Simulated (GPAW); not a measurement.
# CaSe (Fm-3m) in GPAW: notebook, part 2 of 2

GPAW 26.7.0. The steps go on from the part before.

**3. One-shot levels on a semilocal density, r2SCAN**

run.py

```python
import numpy as np
import spglib
from ase import Atoms
from ase.dft.bandgap import bandgap
from ase.io import read, write
from ase.units import Ha
from gpaw import GPAW, PW
from gpaw.hybrids.energy import non_self_consistent_energy
from gpaw.new.pw.nschse import non_self_consistent_matrix_elements

atoms = read('CaSe.cif')
cell, positions, numbers = spglib.find_primitive(
    (atoms.cell[:], atoms.get_scaled_positions(), atoms.numbers), symprec=1e-4)
atoms = Atoms(numbers, cell=cell, scaled_positions=positions, pbc=True)

calc = GPAW(mode=PW(450),
            xc='MGGA_X_R2SCAN+MGGA_C_R2SCAN',
            kpts={'size': (5, 5, 5), 'gamma': True},
            occupations={'name': 'fermi-dirac', 'width': 0.001},
            nbands=16,
            convergence={'density': 1e-06, 'bands': 14},
            maxiter=150,
            txt='gpaw.txt')
atoms.calc = calc
energy = atoms.get_potential_energy()
calc.write('gs.gpw')
write('result.traj', atoms)
print(f'Energy: {energy:.6f} eV')
print('Fermi level:', round(calc.get_fermi_level(), 4), 'eV')
print(f'Gap: {bandgap(calc)[0]:.4f} eV, direct: {bandgap(calc, direct=True)[0]:.4f} eV')

calc.write('wfs.gpw', mode='all')
eps = calc.eigenvalues()
free = calc.get_potential_energy(force_consistent=True)
semilocal_x = free + calc.get_xc_difference('MGGA_X_R2SCAN')  # without correlation
exact_x = non_self_consistent_energy(calc, 'EXX').sum()
h_x = non_self_consistent_matrix_elements(GPAW('wfs.gpw').dft, 'MGGA_X_R2SCAN')
h_exx = non_self_consistent_matrix_elements(GPAW('wfs.gpw').dft, 'EXX')
shift = np.einsum('sknn->skn', h_exx - h_x).real * Ha
np.savetxt('shift.dat', shift[..., :14].reshape((-1, 14)), fmt='%.4f')
occupied = eps < calc.get_fermi_level()
for name, a in {'r2SCAN0': 0.25, 'r2SCANh': 0.1, 'r2SCAN50': 0.5, 'r2SCAN-EpsX': 0.195}.items():
    levels = (eps + a * shift)[..., :14]
    gap = levels[~occupied[..., :14]].min() - levels[occupied[..., :14]].max()
    print(f'{name}: share {a}, energy {free + a * (exact_x - semilocal_x):.6f} eV, gap {gap:.4f} eV')
```

CaSe.cif is that of step 2.

Potentials or basis: GPAW PAW data sets (gpaw-data 1.2.1), pw.

On the command line:

```bash
$ OMP_NUM_THREADS=1 python run.py
```

gpaw.txt:

```text
__  _  _
 | _ |_)|_||  |
 |__||  | ||/\| - 26.7.0

Input parameters:
  mode=PW(ecut=450.00000000000006),
  convergence={'density': 1e-06, 'bands': 14},
  kpts=MonkhorstPack(size=(5, 5, 5), gamma=True),
  maxiter=150,
  nbands=16,
  occupations=Occupations(name='fermi-dirac', width=0.001),
  xc=XC(name='MGGA_X_R2SCAN+MGGA_C_R2SCAN')

Diagonalizing LCAO Hamiltonian
Converting LCAO to pw mode

                Se

       Ca

Atoms  # Å, Bohr magnetons
|   | symbol |        x |        y |        z |    initial magnetic moments |
|---|--------|----------|----------|----------|-----------------------------|
| 0 |     Se | 2.956000 | 2.956000 | 2.956000 | ( 0.0000,  0.0000,  0.0000) |
| 1 |     Ca | 0.000000 | 0.000000 | 0.000000 | ( 0.0000,  0.0000,  0.0000) |

Unit cell  # Å
| periodic |        x |        y |        z |  lengths |    angles |
|----------|----------|----------|----------|----------|-----------|
|      yes | 0.000000 | 2.956000 | 2.956000 | 4.180415 | 60.000000 |
|      yes | 2.956000 | 0.000000 | 2.956000 | 4.180415 | 60.000000 |
|      yes | 2.956000 | 2.956000 | 0.000000 | 4.180415 | 60.000000 |

Number of symmetries: 48
Symmetry operations  # r_c * U_cc + t_c -> r_c
|    | kind |            matrix            |
|----|------|------------------------------|
|  0 |  σ   |  1, 0, 0,  1, 0,-1,  1,-1, 0 |
|  1 |  C2  |  1, 0, 0,  1,-1, 0,  1, 0,-1 |
|  2 |  E   |  1, 0, 0,  0, 1, 0,  0, 0, 1 |
|  3 |  σ   |  1, 0, 0,  0, 0, 1,  0, 1, 0 |
|  4 |  C4  |  1, 0,-1,  1, 0, 0,  1,-1, 0 |
|  5 |  S6  |  1, 0,-1,  1,-1, 0,  1, 0, 0 |
|  6 |  σ   |  1, 0,-1,  0, 1,-1,  0, 0,-1 |
|  7 |  C3  |  1, 0,-1,  0, 0,-1,  0, 1,-1 |
[... 161 lines left out ...]
- Maximum integral of absolute [eigenst]ate change: 4e-08 eV^2 / valence electron
maximum number of iterations: 150

SCF iterations
|iter     | |      energy | eigst |  dens |
|---------|-|-------------|-------|-------|
|iter:   1| |  -27.883019 | +2.40 |       |
|iter:   2| |  -24.112055 | +0.99 | -1.20 |
|iter:   3| |-148099.190475 | +4.92 | -1.17 |
|iter:   4| |  -18.503825 | +2.35 | +1.54 |
|iter:   5| |  -24.142857 | +0.66 | -0.61 |
|iter:   6| |  -24.095465 | -1.17 | -1.66 |
|iter:   7| |  -24.081978 | -2.06 | -1.79 |
|iter:   8| |  -24.079957 | -2.93 | -2.18 |
|iter:   9| |  -24.078548c| -3.85 | -2.31 |
|iter:  10| |  -24.078036c| -4.34 | -2.56 |
|iter:  11| |  -24.077926c| -4.88 | -2.90 |
|iter:  12| |  -24.077915c| -5.71 | -3.41 |
|iter:  13| |  -24.077915c| -7.01 | -4.16 |
|iter:  14| |  -24.077915c| -7.63c| -5.06 |
|iter:  15| |  -24.077915c| -8.30c| -5.60 |
|iter:  16| |  -24.077915c| -8.96c| -6.19c|

Converged in 16 steps
Energy contributions relative to reference atoms: (reference = -84614.401363)

Energy contributions:
  Kinetic:          10.741449
  Coulomb:          -7.966985
  Zero:             -0.748451
  External:          0.000000
  Xc:              -26.103928
  Entropy:          -0.000000
  Spinorbit:         0.000000
  ----------------------------
  Free energy:     -24.077915
  Extrapolated:    -24.077915

dipole moment: (-19.536260, -19.536260, -19.536260)  # |e|*Ang

Fermi level: 6.818
Eigenvalues  # (at kpt = [0.000, 0.000, 0.000])
| band index |      eig [eV] | occ [0-2] |
|------------|---------------|-----------|
|          0 |       -37.075 |     2.000 |
|          1 |       -17.207 |     2.000 |
|          2 |       -17.207 |     2.000 |
|          3 |       -17.207 |     2.000 |
|          4 |        -7.947 |     2.000 |
|          5 |         4.237 |     2.000 |
[... 8 lines left out ...]
|         14 |        14.728 |     0.000 |
|         15 |        17.156 |     0.000 |

Gap: 2.626 eV
Transition (v -> c):
  (s=0, k=0, n=7, [0.00, 0.00, 0.00]) -> (s=0, k=7, n=8, [0.40, 0.40, 0.00])
Direct/indirect transitions are different
Direct gap: 3.527 eV
Transition at: (s=0, k=7, n=7, [0.40, 0.40, 0.00])
# Writing to gs.gpw (mode='')

# Writing to wfs.gpw (mode='all')
```

stdout:

```text
Energy: -24.077915 eV
Fermi level: 6.8178 eV
Gap: 2.6258 eV, direct: 3.5272 eV
IBZ(<points: 10, symmetries: 48>)
Occupied bands: 8
DFT energy: -24.07791519179357 eV
minus DFT-XC energy: 26.103927692956585 eV
Core-core contribution:          -3087.992
Valence-core contribution:         -52.529
Valence-valence contribution:     -182.100
r2SCAN0: share 0.25, energy -23.240895 eV, gap 4.2183 eV
r2SCANh: share 0.1, energy -23.743107 eV, gap 3.2628 eV
r2SCAN50: share 0.5, energy -22.403876 eV, gap 5.8108 eV
r2SCAN-EpsX: share 0.195, energy -23.425040 eV, gap 3.8680 eV
```

shift.dat:

```text
-13.0024 -8.3259 -8.3259 -8.3260 -7.6273 -3.3806 -3.3806 -3.3806 1.8530 4.2259 4.2258 4.2258 4.5242 4.5242
-13.0010 -8.3452 -8.3325 -8.3325 -7.4921 -4.0057 -3.5338 -3.5338 3.5608 3.1965 4.7273 5.0119 5.0118 4.0929
-13.0014 -8.3508 -8.3253 -8.3253 -7.5136 -3.9234 -3.4367 -3.4367 3.4535 4.5491 4.5491 4.7697 4.7697 2.8738
-12.9983 -8.3713 -8.3549 -8.3390 -7.2818 -4.4682 -4.1010 -3.8867 3.8736 4.7750 4.7471 6.1957 5.4517 3.3623
-13.0001 -8.3664 -8.3406 -8.3227 -7.3827 -4.3470 -3.7589 -3.5783 4.0300 4.8510 4.2804 5.1936 3.2735 5.6196
-12.9989 -8.3838 -8.3429 -8.3283 -7.2685 -4.6379 -4.0085 -3.7234 3.9089 4.6102 5.6748 5.3554 4.0328 5.7377
-12.9980 -8.3735 -8.3569 -8.3406 -7.2889 -4.5231 -4.1041 -3.8078 3.2754 5.3142 4.5391 6.1267 5.9416 3.7606
-12.9983 -8.3752 -8.3441 -8.3442 -7.3334 -4.5816 -3.8005 -3.8005 2.9894 5.1236 3.0609 6.2720 6.2719 4.9570
-12.9995 -8.3740 -8.3349 -8.3342 -7.3443 -4.4848 -3.7896 -3.6803 3.4953 5.1693 4.4750 5.7471 5.1492 2.8598
-12.9998 -8.3889 -8.3240 -8.3240 -7.3036 -4.6980 -3.6388 -3.6388 2.7580 5.4982 5.4982 4.6630 5.5020 5.5020
```

It took 3.5 min on 1 thread of Arm Neoverse V1, shared host; peak memory 0.46 GiB.

Results:

* Free energy: -24.0779 eV
* Band gap on the k mesh: 2.63 eV, indirect (least direct gap 3.53 eV)

Band gaps from one-shot exact exchange on these states (eV): r2scan0 4.22, r2scanh 3.26, r2scan50 5.81, r2scan_epsx 3.87

Caveat: the k mesh is coarse; energy and the plain gap are those of the semilocal run; the hybrids' values are one shot on its orbitals and mesh; an odd mesh through Γ misses points on the zone boundary, where band edges often lie.

**4. Hybrid scf, SCAN0**

run.py

```python
import numpy as np
import spglib
from ase import Atoms
from ase.dft.bandgap import bandgap
from ase.io import read, write
from gpaw import GPAW, PW
from gpaw.xc import parametrizedxc

class ScaledMGGA(parametrizedxc.ParametrizedKernel):
    """Weighted sum of Libxc meta-GGA parts, named like '0.75_MGGA_X_..+1.0_MGGA_C_..'."""
    def __init__(self, name):
        super().__init__(name)
        self.type = 'MGGA'

    def calculate(self, e_g, n_sg, dedn_sg, sigma_xg, dedsigma_xg, tau_sg, dedtau_sg):
        e_g[:] = dedsigma_xg[:] = dedtau_sg[:] = 0.0
        for kernel, c in zip(self.kernels, self.coefs):
            e, v, s, t = [np.zeros_like(x) for x in [e_g, dedn_sg, dedsigma_xg, dedtau_sg]]
            kernel.calculate(e, n_sg, v, sigma_xg, s, tau_sg, t)
            e_g += c * e
            dedn_sg += c * v
            dedsigma_xg += c * s
            dedtau_sg += c * t

parametrizedxc.ParametrizedKernel = ScaledMGGA

atoms = read('CaSe.cif')
cell, positions, numbers = spglib.find_primitive(
    (atoms.cell[:], atoms.get_scaled_positions(), atoms.numbers), symprec=1e-4)
atoms = Atoms(numbers, cell=cell, scaled_positions=positions, pbc=True)

calc = GPAW(mode=PW(450),
            xc={'name': '0.750_MGGA_X_SCAN+1.0_MGGA_C_SCAN', 'fraction': 0.25, 'omega': 0.0, 'backend': 'pw'},
            kpts={'size': (4, 4, 4), 'gamma': True},
            occupations={'name': 'fermi-dirac', 'width': 0.001},
            nbands=16,
            convergence={'density': 0.0001},
            maxiter=40,
            txt='gpaw.txt')
atoms.calc = calc
energy = atoms.get_potential_energy()
calc.write('gs.gpw')
write('result.traj', atoms)
print(f'Energy: {energy:.6f} eV')
print('Fermi level:', round(calc.get_fermi_level(), 4), 'eV')
print(f'Gap: {bandgap(calc)[0]:.4f} eV, direct: {bandgap(calc, direct=True)[0]:.4f} eV')
```

CaSe.cif is that of step 3.

Potentials or basis: GPAW PAW data sets (gpaw-data 1.2.1), pw.

On the command line:

```bash
$ OMP_NUM_THREADS=1 python run.py
```

gpaw.txt:

```text
__  _  _
 | _ |_)|_||  |
 |__||  | ||/\| - 26.7.0

Input parameters:
  mode=PW(ecut=450.00000000000006),
  convergence={'density': 0.0001},
  kpts=MonkhorstPack(size=(4, 4, 4), gamma=True),
  maxiter=40,
  nbands=16,
  occupations=Occupations(name='fermi-dirac', width=0.001),
  xc=XC(name='0.750_MGGA_X_SCAN+1.0_MGGA_C_SCAN', fraction=0.25, omega=0.0, backend='pw')

Diagonalizing LCAO Hamiltonian
Converting LCAO to pw mode

                Se

       Ca

Atoms  # Å, Bohr magnetons
|   | symbol |        x |        y |        z |    initial magnetic moments |
|---|--------|----------|----------|----------|-----------------------------|
| 0 |     Se | 2.956000 | 2.956000 | 2.956000 | ( 0.0000,  0.0000,  0.0000) |
| 1 |     Ca | 0.000000 | 0.000000 | 0.000000 | ( 0.0000,  0.0000,  0.0000) |

Unit cell  # Å
| periodic |        x |        y |        z |  lengths |    angles |
|----------|----------|----------|----------|----------|-----------|
|      yes | 0.000000 | 2.956000 | 2.956000 | 4.180415 | 60.000000 |
|      yes | 2.956000 | 0.000000 | 2.956000 | 4.180415 | 60.000000 |
|      yes | 2.956000 | 2.956000 | 0.000000 | 4.180415 | 60.000000 |

Number of symmetries: 48
Symmetry operations  # r_c * U_cc + t_c -> r_c
|    | kind |            matrix            |
|----|------|------------------------------|
|  0 |  σ   |  1, 0, 0,  1, 0,-1,  1,-1, 0 |
|  1 |  C2  |  1, 0, 0,  1,-1, 0,  1, 0,-1 |
|  2 |  E   |  1, 0, 0,  0, 1, 0,  0, 0, 1 |
[... 159 lines left out ...]
  name: 0.750_MGGA_X_SCAN+1.0_MGGA_C_SCAN with 2 nearest neighbor stencil

convergence criteria:
- Maximum integral of absolute [dens]ity change: 0.0001 electrons / valence electron
- Maximum [total energy] change in last 3 cyles: 0.0005 eV / valence electron
- Maximum integral of absolute [eigenst]ate change: 4e-08 eV^2 / valence electron
maximum number of iterations: 40

IBZ(<points: 8, symmetries: 48>)
Occupied bands: 8
SCF iterations
|iter     | |      energy | eigst |  dens |
|---------|-|-------------|-------|-------|
|iter:   1| | -842.162219 | +0.19 |       |
|iter:   2| |  -29.004170 | -0.57 | -0.83 |
|iter:   3| |  -29.495795 | -1.82 | -1.12 |
|iter:   4| |  -29.463010 | -2.45 | -1.21 |
|iter:   5| |  -29.475629 | -2.53 | -1.40 |
|iter:   6| |  -29.480773 | -3.86 | -1.65 |
|iter:   7| |  -29.476457c| -3.32 | -1.77 |
|iter:   8| |  -29.477380c| -4.67 | -2.22 |
|iter:   9| |  -29.477432c| -4.94 | -2.63 |
|iter:  10| |  -29.477250c| -5.89 | -2.54 |
|iter:  11| |  -29.477031c| -5.56 | -2.61 |
|iter:  12| |  -29.476844c| -5.02 | -2.77 |
|iter:  13| |  -29.476854c| -5.66 | -3.36 |
|iter:  14| |  -29.476854c| -6.91 | -3.75 |
|iter:  15| |  -29.476854c| -8.53c| -5.08c|

Converged in 15 steps
Energy contributions relative to reference atoms: (reference = -84614.401363)

Energy contributions:
  Kinetic:           8.454028
  Coulomb:          -5.622140
  Zero:             -0.866038
  External:          0.000000
  Xc:              799.283658
  Entropy:          -0.000000
  Spinorbit:         0.000000
  Hybrid_Xc_Cc:      -771.997977
  Hybrid_Xc_Vc:       -13.137426
  Hybrid_Xc_Vv:       -45.590960
  ----------------------------
  Free energy:     -29.476854
  Extrapolated:    -29.476854

dipole moment: (-19.527574, -19.527574, -19.527574)  # |e|*Ang

Fermi level: 5.836
Eigenvalues  # (at kpt = [0.000, 0.000, 0.000])
| band index |      eig [eV] | occ [0-2] |
|------------|---------------|-----------|
|          0 |       -40.570 |     2.000 |
|          1 |       -19.487 |     2.000 |
|          2 |       -19.487 |     2.000 |
|          3 |       -19.487 |     2.000 |
|          4 |        -9.843 |     2.000 |
|          5 |         3.399 |     2.000 |
[... 8 lines left out ...]
|         14 |        15.295 |     0.000 |
|         15 |        18.574 |     0.000 |

Gap: 4.019 eV
Transition (v -> c):
  (s=0, k=0, n=7, [0.00, 0.00, 0.00]) -> (s=0, k=5, n=8, [0.50, 0.50, 0.00])
Direct/indirect transitions are different
Direct gap: 5.088 eV
Transition at: (s=0, k=5, n=7, [0.50, 0.50, 0.00])
# Writing to gs.gpw (mode='')
```

It took 45 min on 1 thread of Arm Neoverse V1, shared host; peak memory 0.36 GiB.

What came out:

| Item | Value |
| --- | --- |
| Free energy | -29.4769 eV |
| Band gap on the k mesh | 4.02 eV, indirect (least direct gap 5.09 eV) |

Levels at points of the mesh, in eV from the valence-band top:
| k point | band 6 | band 7 | band 8 | band 9 | band 10 | band 11 |
| --- | --- | --- | --- | --- | --- | --- |
| (0.00, 0.00, 0.00) | 0.00 | 0.00 | 0.00 | 5.45 | 6.02 | 6.02 |
| (0.50, 0.50, 0.00) | -2.87 | -1.07 | -1.07 | 4.02 | 7.21 | 7.63 |
| (0.50, 0.50, 0.50) | -3.63 | -1.25 | -1.25 | 6.45 | 8.12 | 8.23 |

Caveat: the k mesh is coarse (spacing up to 0.46 Å⁻¹), so the values aren't converged, least of all with exact exchange; exact exchange converges slowly with the k mesh, and this mesh is small; the scaled meta-GGA exchange is a class typed in the script.

**5. Hybrid scf, PBE-EpsX**

run.py

```python
import spglib
from ase import Atoms
from ase.dft.bandgap import bandgap
from ase.io import read, write
from gpaw import GPAW, PW

atoms = read('CaSe.cif')
cell, positions, numbers = spglib.find_primitive(
    (atoms.cell[:], atoms.get_scaled_positions(), atoms.numbers), symprec=1e-4)
atoms = Atoms(numbers, cell=cell, scaled_positions=positions, pbc=True)

calc = GPAW(mode=PW(450),
            xc={'name': '0.805_GGA_X_PBE+1.0_GGA_C_PBE', 'fraction': 0.195, 'omega': 0.0, 'backend': 'pw'},
            kpts={'size': (4, 4, 4), 'gamma': True},
            occupations={'name': 'fermi-dirac', 'width': 0.001},
            nbands=16,
            convergence={'density': 0.0001},
            maxiter=40,
            txt='gpaw.txt')
atoms.calc = calc
energy = atoms.get_potential_energy()
calc.write('gs.gpw')
write('result.traj', atoms)
print(f'Energy: {energy:.6f} eV')
print('Fermi level:', round(calc.get_fermi_level(), 4), 'eV')
print(f'Gap: {bandgap(calc)[0]:.4f} eV, direct: {bandgap(calc, direct=True)[0]:.4f} eV')
```

CaSe.cif is that of step 4.

Potentials or basis: GPAW PAW data sets (gpaw-data 1.2.1), pw.

On the command line:

```bash
$ OMP_NUM_THREADS=1 python run.py
```

gpaw.txt:

```text
__  _  _
 | _ |_)|_||  |
 |__||  | ||/\| - 26.7.0

Input parameters:
  mode=PW(ecut=450.00000000000006),
  convergence={'density': 0.0001},
  kpts=MonkhorstPack(size=(4, 4, 4), gamma=True),
  maxiter=40,
  nbands=16,
  occupations=Occupations(name='fermi-dirac', width=0.001),
  xc=XC(name='0.805_GGA_X_PBE+1.0_GGA_C_PBE', fraction=0.195, omega=0.0, backend='pw')

Diagonalizing LCAO Hamiltonian
Converting LCAO to pw mode

                Se

       Ca

Atoms  # Å, Bohr magnetons
|   | symbol |        x |        y |        z |    initial magnetic moments |
|---|--------|----------|----------|----------|-----------------------------|
| 0 |     Se | 2.956000 | 2.956000 | 2.956000 | ( 0.0000,  0.0000,  0.0000) |
| 1 |     Ca | 0.000000 | 0.000000 | 0.000000 | ( 0.0000,  0.0000,  0.0000) |

Unit cell  # Å
[... 190 lines left out ...]
|iter:   6| |  -11.657457 | -3.49 | -1.62 |
|iter:   7| |  -11.653641 | -3.69 | -1.90 |
|iter:   8| |  -11.653850c| -4.64 | -2.50 |
|iter:   9| |  -11.653886c| -5.43 | -2.66 |
|iter:  10| |  -11.653764c| -5.99 | -2.70 |
|iter:  11| |  -11.653680c| -5.90 | -2.80 |
|iter:  12| |  -11.653593c| -5.46 | -2.96 |
|iter:  13| |  -11.653597c| -5.88 | -3.49 |
|iter:  14| |  -11.653595c| -7.12 | -3.73 |
|iter:  15| |  -11.653594c| -7.48c| -4.23c|

Converged in 15 steps
Energy contributions relative to reference atoms: (reference = -84614.401363)

Energy contributions:
  Kinetic:           8.407685
  Coulomb:          -5.901321
  Zero:             -0.772849
  External:          0.000000
  Xc:              634.496414
  Entropy:          -0.000000
  Spinorbit:         0.000000
  Hybrid_Xc_Cc:      -602.158422
  Hybrid_Xc_Vc:       -10.231237
  Hybrid_Xc_Vv:       -35.493865
  ----------------------------
  Free energy:     -11.653594
  Extrapolated:    -11.653594

dipole moment: (-19.515594, -19.515594, -19.515594)  # |e|*Ang

Fermi level: 5.836
Eigenvalues  # (at kpt = [0.000, 0.000, 0.000])
| band index |      eig [eV] | occ [0-2] |
|------------|---------------|-----------|
|          0 |       -38.447 |     2.000 |
|          1 |       -18.306 |     2.000 |
|          2 |       -18.306 |     2.000 |
|          3 |       -18.306 |     2.000 |
|          4 |        -8.916 |     2.000 |
|          5 |         3.788 |     2.000 |
[... 8 lines left out ...]
|         14 |        14.822 |     0.000 |
|         15 |        17.966 |     0.000 |

Gap: 3.336 eV
Transition (v -> c):
  (s=0, k=0, n=7, [0.00, 0.00, 0.00]) -> (s=0, k=5, n=8, [0.50, 0.50, 0.00])
Direct/indirect transitions are different
Direct gap: 4.374 eV
Transition at: (s=0, k=5, n=7, [0.50, 0.50, 0.00])
# Writing to gs.gpw (mode='')
```

Wall time 45 min (1 thread of Arm Neoverse V1, shared host); peak memory 0.29 GiB.

Results:

| Item | Value |
| --- | --- |
| Free energy | -11.6536 eV |
| Band gap on the k mesh | 3.34 eV, indirect (least direct gap 4.37 eV) |

Caveat: the k mesh is coarse (spacing up to 0.46 Å⁻¹), so the values aren't converged, least of all with exact exchange.

**6. Summary**

| task | level | k mesh | response ecut | maxiter | response k mesh | response bands | kernels | mesh quality | gap on the mesh (eV) |
| --- | --- | --- | --- | --- | --- | --- | --- | --- | --- |
| dielectric tensor | PBE | 6 × 6 × 6 | 80 eV | 150 | 20 × 20 × 20 | 24 | ["RPA", "ALDA_X", "LR0.3"] | not flagged | 2.04 |
| one-shot levels on a semilocal density | r2SCAN | 5 × 5 × 5 | - | 150 | - | - | - | coarse | 2.63 |
| hybrid scf | SCAN0 | 4 × 4 × 4 | - | 40 | - | - | - | coarse | 4.02 |
| hybrid scf | PBE-EpsX | 4 × 4 × 4 | - | 40 | - | - | - | coarse | 3.34 |

Alike in all rows: potentials or basis GPAW PAW data sets (gpaw-data 1.2.1), pw; no spin polarisation; cell as given; cutoff (eV) 450; smearing fermi-dirac 0.001 eV.

Caveats: some runs use coarse meshes; the long-wavelength limit can be off by a per cent or two (some runs); energy and the plain gap are those of the semilocal run (some runs); the hybrids' values are one shot on its orbitals and mesh (some runs); an odd mesh through Γ misses points on the zone boundary, where band edges often lie (some runs); exact exchange converges slowly with the k mesh, and this mesh is small (some runs); the scaled meta-GGA exchange is a class typed in the script (some runs).

Absolute energies hang on the potentials; compare differences alone.

**7. Against experiment**

Step 2. Against the measured gap of CaSe, 3.85 eV (indirect; 2 K; a printed reference work, monograph, original work of 1988), the calculated 2.04 eV is off by -1.81 eV. Spin-orbit coupling on Se is left out. The value is that of PBE on a finite k mesh, which can miss the band edges, without temperature or zero-point motion. Semilocal functionals fall short of measured gaps as a rule.

Step 3. The gap isn't set beside the deposited one, since this odd mesh misses points on the zone boundary.
